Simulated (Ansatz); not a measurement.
## Na2H: balancing the decomposition

The calculation used DFT PBE, scalar-relativistic, plane waves, PAW (Ansatz). All cells share a 420 eV cutoff and Γ-centred k meshes spaced at most about 0.3 Å⁻¹ (about 0.25 or finer for metals, 2π included). No spin polarisation.

Energies over the elements count from the elements' standard structures at the same level (H₂ as a molecule), with no fitted energy shifts.

Temperature and zero-point effects are left out. With hydrogen, zero-point motion can shift formation energies by some tens of meV/atom.

A trial structure of Na2H (reached from: a relaxed cell, shaken at random and relaxed again; relaxed: space group P4mm (No. 99), a = 3.308 Å, c = 6.236 Å) has a formation energy of -0.007 eV/atom. At its composition the lowest mixture among the elements and 1 reference phase computed alike (others may be missing) consists of these:

```csv
phase,source,ΔE_f (eV/atom)
Na (solid),element,-0.001
NaH (Fm-3m),COD,-0.196
```

The lowest database cell of Na (-0.001) lies slightly below the reference, hence the non-zero entry.

**Question.** Write the balanced decomposition and find its energy per atom, per formula unit and per mole of formula units.

**Answer.** Balancing Na and H gives Na2H → Na + NaH. The left side holds 3 atoms, and the products take 1/3 (Na) and 2/3 (NaH) of them. The mixture therefore lies at 1/3 × (-0.001) + 2/3 × (-0.196) = -0.131 eV/atom. The reaction energy is -0.131 − (-0.007) = -0.124 eV/atom. Times 3 atoms that is -0.372 eV per Na2H, and times 96.485 it is -36 kJ per mole of Na2H. Decomposition is downhill, so the trial structure is unstable against this mixture.
